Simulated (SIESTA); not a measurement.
Runs of SIESTA 5.4.2 on PbS (Galena). The structure is cubic, space group Fm-3m (No. 225). Conventional cell: a = 5.931 Å, b = 5.931 Å, c = 5.931 Å, α = 90.00°, β = 90.00°, γ = 90.00°. Pb (site symmetry m-3m) is surrounded by 6 S at 2.97 Å. Around S (site symmetry m-3m) lie 6 Pb at 2.97 Å. 

```tsv
task	level	potentials or basis	cell	k mesh	optimiser	force tolerance	stress tolerance (GPa)	displacement	grid cutoff	energy shift	gap on the mesh (eV)	pressure (GPa)	V0 of scaled cells (Å³/atom)	relaxed volume (Å³/atom)	B0 (GPa)
relaxation of cell and atoms	LDA	PseudoDojo 0.4 standard (LDA files), DZP (energy shift 0.002 Ry)	relaxed	6 × 6 × 6	Broyden	0.01 eV/Å	0.05	-	750 Ry	0.002 Ry	0.20	0.0	-	25.31	-
relaxation of cell and atoms	PBE	PseudoDojo 0.4 standard (PBE files), DZP (energy shift 0.002 Ry)	relaxed	6 × 6 × 6	Broyden	0.01 eV/Å	0.05	-	750 Ry	0.002 Ry	(a)	0.0	-	27.47	-
band structure	vdW-DF	PseudoDojo 0.4 standard (PBE files), DZP (energy shift 0.002 Ry; radii capped at 9.5 bohr)	as given	8 × 8 × 8	-	-	-	-	500 Ry	0.002 Ry	0.57	6.1	-	-	-
relaxation of cell and atoms	PBE	PseudoDojo 0.4 standard (PBE files), TZP (energy shift 0.002 Ry)	relaxed	8 × 8 × 8	Broyden	0.04 eV/Å	-	-	500 Ry	0.002 Ry	0.57	0.1	-	27.26	-
band structure	PBEsol	PseudoDojo 0.4 standard (PBEsol files), DZP (energy shift 0.003 Ry; two zetas on semicore shells)	as given	8 × 8 × 8	-	-	-	-	500 Ry	0.003 Ry	0.32	0.0	-	-	-
single point	PBE	PseudoDojo 0.4 standard (PBE files), DZP (energy shift 0.002 Ry)	as given	8 × 8 × 8	-	-	-	-	500 Ry	0.002 Ry	0.42	3.0	-	-	-
equation of state	LDA	PseudoDojo 0.4 standard (LDA files), DZP (energy shift 0.003 Ry; two zetas on semicore shells)	as given	8 × 8 × 8	-	-	-	-	500 Ry	0.003 Ry	-	-	25.33	-	63
equation of state	LDA-PZ	PseudoDojo 0.4 standard (LDA files), DZP (energy shift 0.002 Ry)	as given	8 × 8 × 8	-	-	-	-	500 Ry	0.002 Ry	-	-	25.32	-	63
band structure	RPBE	PseudoDojo 0.4 standard (PBE files), DZP (energy shift 0.002 Ry)	as given	8 × 8 × 8	-	-	-	-	500 Ry	0.002 Ry	0.49	4.8	-	-	-
band structure	PW91	PseudoDojo 0.4 standard (PBE files), DZP (energy shift 0.002 Ry)	as given	8 × 8 × 8	-	-	-	-	500 Ry	0.002 Ry	0.42	(b)	-	-	-
equation of state	PBE	PseudoDojo 0.4 standard (PBE files), DZP (energy shift 0.002 Ry)	as given	8 × 8 × 8	-	-	-	-	500 Ry	0.002 Ry	-	-	27.46	-	52
```

Alike in all rows: no spin polarisation; smearing fermi-dirac 0.05 eV.

Q: Fill in the values left out.

A: (a) 0.59; (b) 2.8.

Caveats: the basis of atomic orbitals isn't converged, which shifts pressures, moduli and gaps; semicore shells carry a single zeta, which can move pressures by several GPa and volumes by a few percent (some runs); spin-orbit coupling is left out, which as a rule narrows the gap of such compounds by several tenths of an eV (some runs); the potentials were made for another functional, which shifts forces and pressure (some runs).

A k mesh can miss the band edges, and the runs leave out spin-orbit coupling on Pb.

Not every run made on this cell is shown here.
